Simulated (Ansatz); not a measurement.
**Be$_{2}$C: pressure against volume, fitted**

```
CELL_PARAMETERS angstrom
0.00000 2.16500 2.16500
2.16500 0.00000 2.16500
2.16500 2.16500 0.00000
ATOMIC_POSITIONS crystal
Be 0.25000 0.25000 0.25000
Be 0.75000 0.75000 0.75000
C 0.00000 0.00000 0.00000
```

Atom numbers follow the list: Be1, Be2, C3.

The cell comes from COD entry 9009053, which wasn't checked; take it as a given geometry.

Method: Ansatz 0.2.0, DFT, LDA, all-electron LAPW, scalar-relativistic.

The runs use a Γ-centred 14×14×14 k mesh, Fermi–Dirac smearing of 0.08 eV, basis error target 0.5 meV/atom, no spin polarisation.

The cell is scaled evenly. Fractional coordinates are held (clamped ions).

```
V (Å³/atom)  P (GPa)
      6.359     4.09
      6.495    -0.60
      6.630    -4.88
      6.698    -6.87
      6.765    -8.77
      6.833   -10.59
      6.901   -12.32
      7.036   -15.55
```

**Question.** Fit a third-order Birch–Murnaghan curve to the pressures.

**Answer.** P = (3B0/2)(y^(7/2) − y^(5/2))[1 + (3/4)(B0′ − 4)(y − 1)] with y = (V0/V)^(2/3) fits within 0.01 GPa for V0 = 6.477 Å³/atom, B0 = 217.1 GPa and B0′ = 3.49.

**Question.** Predict the pressure at the withheld volume, 7.171 Å³/atom.

**Answer.** There y = 0.9343, so the fit gives -18.50 GPa; the run gave -18.50 GPa.
